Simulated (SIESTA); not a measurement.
TiO2 (Anatase):

```
CELL_PARAMETERS angstrom
-1.89210 1.89210 4.75730
1.89210 -1.89210 4.75730
1.89210 1.89210 -4.75730
ATOMIC_POSITIONS crystal
Ti 0.75000 0.25000 0.50000
Ti 0.00000 0.00000 0.00000
O 0.79190 0.79190 0.00000
O 0.54190 0.04190 0.50000
O 0.95810 0.45810 0.50000
O 0.20810 0.20810 0.00000
```

Program: SIESTA 5.4.2. Alike in all runs: task band structure; level PBE; no spin polarisation; cell as given; k mesh 7 × 7 × 7; smearing fermi-dirac 0.05 eV; grid cutoff 800 Ry.

Q: Order these runs on this cell by their band gap on the k mesh, lowest first.
A. potentials or basis PseudoDojo 0.4 standard (PBE files), SZP (energy shift 0.002 Ry); energy shift 0.002 Ry
B. potentials or basis PseudoDojo 0.4 standard (PBE files), DZ (energy shift 0.05 Ry); energy shift 0.05 Ry
C. potentials or basis PseudoDojo 0.4 standard (PBE files), DZDP (energy shift 0.005 Ry); energy shift 0.005 Ry

A: A (1.78 eV), C (2.00 eV), B (2.18 eV).

Caveats: the basis of atomic orbitals isn't converged, which shifts pressures, moduli and gaps; the basis has no polarisation orbitals (some runs).

